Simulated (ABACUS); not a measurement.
Runs of ABACUS 3.10.1 on Si2W. It takes space group I4/mmm (No. 139, tetragonal). Conventional cell: a = 3.214 Å, b = 3.214 Å, c = 7.830 Å, α = 90.00°, β = 90.00°, γ = 90.00°. W (site symmetry 4/mmm) has 10 Si at 2.62 Å as nearest neighbours. Si (site symmetry 4mm) is surrounded by 5 Si at 2.59 to 2.63 Å and 5 W at 2.62 Å. 

```csv
level,gap on the mesh (eV),pressure (GPa),largest force (eV/Å)
AM05,none,(a),(c)
TPSS,none,(b),0.11
RPBE,none,7.5,0.18
LDA,none,-5.3,0.11
PBEsol,none,-0.5,0.02
```

Alike in all rows: task single point; potentials or basis SG15 ONCV 1.2 PBE, plane waves; no spin polarisation; cell as given; k mesh 12 × 12 × 12; cutoff (eV) 1007; smearing fermi-dirac 0.05 eV.

Task: Estimate the missing entries.

Result: (a) -1.5; (b) 1.4; (c) 0.06.

Caveats: the potentials were made for another functional, which shifts forces and pressure.

A k mesh can miss the band edges, and the runs leave out spin-orbit coupling on W.

A gap of «none» marks a metal or a gap under the smearing width.

Runs at the PBE level aren't shown here.
